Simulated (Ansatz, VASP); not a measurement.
# HgTe (Coloradoite) in VASP and in Ansatz

File INCAR:

```
SYSTEM = HgTe
  PREC = Accurate
  ENCUT = 520
  EDIFF = 1E-6
  ISMEAR = -1
  SIGMA = 0.05
  LREAL = .False.
  LASPH = .True.
  NELM = 100
  ALGO = Normal
  ISIF = 2
  LWAVE = .False.
  LCHARG = .False.
  NBANDS = 16
```

File KPOINTS:

```
Automatic mesh
0
Gamma
  7 7 7
  0 0 0
```

File POSCAR:

```
HgTe
1.0
    0.0000000000      3.2145000000      3.2145000000
    3.2145000000      0.0000000000      3.2145000000
    3.2145000000      3.2145000000      0.0000000000
Hg Te
1 1
Direct
    0.0000000000      0.0000000000      0.0000000000
    0.7500000000      0.7500000000      0.7500000000
```

Contents of input.yaml:

```yaml
crystal:
  lattice:
    - [0.0, 3.2145, 3.2145]
    - [3.2145, 0.0, 3.2145]
    - [3.2145, 3.2145, 0.0]
  atoms:
    - { symbol: Hg, position: [0.0, 0.0, 0.0] }
    - { symbol: Te, position: [0.75, 0.75, 0.75] }
kpoints:
  mp_grid: { grid: [7, 7, 7] }
  band_path:
    path:
      - [0.0, 0.0, 0.0]
      - [0.5, 0.0, 0.5]
      - [0.5, 0.25, 0.75]
      - [0.375, 0.375, 0.75]
      - [0.0, 0.0, 0.0]
      - [0.5, 0.5, 0.5]
      - [0.625, 0.25, 0.625]
      - [0.5, 0.25, 0.75]
    npoints: 12
scf:
  occupations: { method: fermi_dirac, width: 0.05 }
hamiltonian:
  xc: lda
  pseudopotentials: { kind: all_electron, lapw: { basis_error: 0.001 } }
output:
  forces: true
  stress: true
  eigenvalues: true
```

Alike in both runs: functional LDA; k mesh 7 × 7 × 7; occupations fermi-dirac, width 0.05 eV; no spin polarisation.

|  | VASP | Ansatz |
| --- | --- | --- |
| version | VASP 6.6.1 | Ansatz 0.2.0 |
| potentials or method | VASP PAW LDA potentials, release 64 (Hg, Te) | all-electron LAPW, scalar-relativistic |
| plane-wave cutoff (eV) | 520 | see its input |
| task | single point | band structure |

Ansatz gave:

* gap on the k mesh at the Fermi level (eV): none
* pressure (GPa): 0.2

Question: What did VASP give for the same quantities?

Answer: gap on the k mesh at the Fermi level (eV): none; pressure (GPa): 0.4.

A gap of «none» marks a metal or a gap that the smearing closes. Ansatz ran all-electron here, so the differences hold the error of VASP's frozen core and of both bases.

Caveats: spin-orbit coupling is left out, which moves the levels of the heavy elements (Ansatz). The runs have no spin-orbit coupling, so splittings on Hg, Te are missing.
